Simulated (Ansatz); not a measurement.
Runs of Ansatz 0.2.0 on Ir. Symmetry: Fm-3m, No. 225, cubic system. Conventional cell: a = 3.831 Å, b = 3.831 Å, c = 3.831 Å, α = 90.00°, β = 90.00°, γ = 90.00°. Around Ir (site symmetry m-3m) lie 12 Ir at 2.71 Å. 

```tsv
task	level	spin	cell	k mesh	cutoff (eV)	smearing	points for each segment of the path	mesh quality	gap on the mesh (eV)	pressure (GPa)
relaxation of cell and atoms	PBE+D4	off	relaxed	12 × 12 × 12	420	fermi-dirac 0.05 eV	-	not flagged	none	0.0
single point	HF	off	as given	6 × 6 × 6	420	fermi-dirac 0.05 eV	-	coarse	none	(a)
single point	PBE	off	as given	12 × 12 × 12	420	gaussian 0.021 eV	-	not flagged	none	11.1
band structure	r2SCAN	SOC, no magnetisation	as given	9 × 9 × 9	500	fermi-dirac 0.05 eV	14	not flagged	none	4.0
single point	PBE	off	as given	12 × 12 × 12	420	gaussian 0.015 eV	-	not flagged	none	11.1
```

Alike in all rows: potentials or basis Ansatz PAW.

Q: Fill in the values left out.

A: (a) -2.1.

Caveats: some runs use coarse meshes; the PAW data sets come from PBE, with cores solved anew for the run's functional, which leaves a small shift of forces and pressure (some runs); the plane-wave basis is chosen anew once the cell has moved, so the energies of steps on either side of that aren't comparable (some runs); pairwise dispersion overbinds metals, which lowers pressure and volume (some runs); the thresholds are loose for stress (some runs).

A k mesh can miss the band edges, and rows without SOC leave out spin-orbit coupling on Ir.

A gap of «none» marks a metal or a gap under the smearing width.
